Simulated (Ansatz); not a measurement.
# Cold compression of Au (beta tin type)

```
Au
1.0
    -2.67793    2.67793    1.37496
     2.67793   -2.67793    1.37496
     2.67793    2.67793   -1.37496
Au
2
Direct
  0.62500 0.87500 0.75000
  0.37500 0.12500 0.25000
```

The cell comes from a relaxation on PAW files under the same functional, begun from a prototype that needn't be the stable phase.

Its volume is scaled, and at each volume shape and atoms are relaxed on PAW files; all methods then take that cell.

Level of theory: DFT with PBE, scalar-relativistic, in Ansatz 0.2.0; a Γ-centred 17×17×17 k mesh, Fermi–Dirac smearing of 0.1 eV, no spin polarisation. LAPW: all electrons, basis error target 1 meV/atom; PAW: frozen-core files, cutoff 420 eV; PAW (partial waves polarizable): frozen-core files, cutoff 420 eV.

Energies are extrapolated to zero smearing and count from the unscaled cell; pressure is positive in compression; gaps take the mesh and a band path. No temperature or zero-point motion is included.

Spin–orbit coupling is left out, which matters for the heavy atoms.

| V/V0 | V (Å³/atom) | P LAPW (GPa) | ΔE LAPW (eV/atom) | P PAW − LAPW (GPa) | ΔE PAW − LAPW (meV/atom) | space group | shortest distance (Å) |
| --- | --- | --- | --- | --- | --- | --- | --- |
| 1.00 | 19.72 | -0.01 | 0.000 | 0.00 | 0.0 | I4_1/amd | 2.750 |
| 0.92 | 18.14 | ? | ? | ? | ? | ? | ? |
| 0.84 | 16.57 | 33.3 | 0.269 | 0.00 | 0.1 | I4_1/amd | 2.600 |
| 0.76 | 14.99 | 69.5 | 0.758 | -0.02 | 0.1 | I4_1/amd | 2.512 |
| 0.68 | 13.41 | 132.9 | 1.725 | -0.05 | -0.2 | I4_1/amd | 2.418 |
| 0.60 | 11.83 | 246.7 | 3.538 | -0.07 | -0.8 | I4_1/amd | 2.317 |
| 0.52 | 10.25 | 459.1 | 6.901 | -0.09 | -1.5 | I4_1/amd | 2.208 |

Problem. Fit the Vinet equation to the LAPW pressures shown (residuals weighted by 1/(|P| + 0.03·Pmax)), and predict the pressure of the withheld row.

Solution. The fit gives V0 = 19.72 Å³/atom, B0 = 114 GPa and B0′ = 6.08. At 18.14 Å³/atom, x = (V/V0)^(1/3) = 0.9726, and P = 3·B0·(1 − x)/x²·exp[1.5·(B0′ − 1)·(1 − x)] = 12.15 GPa. The run itself gave 12.23 GPa (-0.7 % off) and ΔE = 0.054 eV/atom.

Problem. From the table, what is the rise of the enthalpy H = E + pV up to the last row, and how stiff is the crystal between the last two rows?

Solution. ΔH = 6.901 eV + (459.1 GPa × 10.25 Å³ + 0.01 GPa × 19.72 Å³) × 0.006242 eV/(GPa·Å³) = 36.29 eV/atom, of which pV makes 81 %. The mean bulk modulus there is −ΔP/Δln V = 1480 GPa.

Problem. At the smallest volume, how far does PAW (partial waves polarizable) lie from LAPW in pressure?

Solution. PAW (partial waves polarizable): -0.09 GPa, on a LAPW pressure of 459.1 GPa.

Problem. How do the Löwdin populations by LAPW change from the unscaled cell to the last row?

Solution. Au 5d 9.74 → 9.70 electrons an atom. These are projections on the shells that the free atoms fill; 0.26 e a cell lies outside them at the start and 0.42 e at the end.
